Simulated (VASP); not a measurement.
ZrC:

```
Zr C
1.0
     0.00000    2.36500    2.36500
     2.36500    0.00000    2.36500
     2.36500    2.36500    0.00000
Zr C
1 1
Direct
  0.50000 0.50000 0.50000
  0.00000 0.00000 0.00000
```

| Quantity | Value |
| --- | --- |
| Program | VASP 6.6.1 |
| Task | relaxation of cell and atoms |
| Functional | PBE |
| Dispersion | D3(BJ) |
| Potentials or basis | VASP PAW PBE potentials, release 64 (Zr_sv, C) |
| Cutoff | 600 eV |
| k mesh | 8 × 8 × 8 |
| Occupations | fermi-dirac, width 0.05 eV |
| Spin | no spin polarisation |

At the start: pressure -7.7 GPa; volume 13.23 Å³/atom.

Where does the relaxation end?

Over 4 steps the energy falls by 11.6 meV/atom and the volume is 12.76 Å³/atom (-3.5 %); space group Fm-3m (No. 225, to 0.05 Å).

The path:
```
step  energy change (eV)  largest force (eV/Å)  pressure (GPa)  volume (Å³)
   1              0.0000                0.0000           -7.72        26.46
   2              0.0414                0.0000           15.11        24.09
   3             -0.0231                0.0000           -0.13        25.54
   4             -0.0231                0.0000            0.03        25.52
```

Final structure:
```
CELL_PARAMETERS angstrom
0.00000 2.33687 2.33687
2.33687 0.00000 2.33687
2.33687 2.33687 0.00000
ATOMIC_POSITIONS crystal
Zr 0.50000 0.50000 0.50000
C 0.00000 0.00000 0.00000
```

Caveat: pairwise dispersion overbinds metals, which lowers pressure and volume.
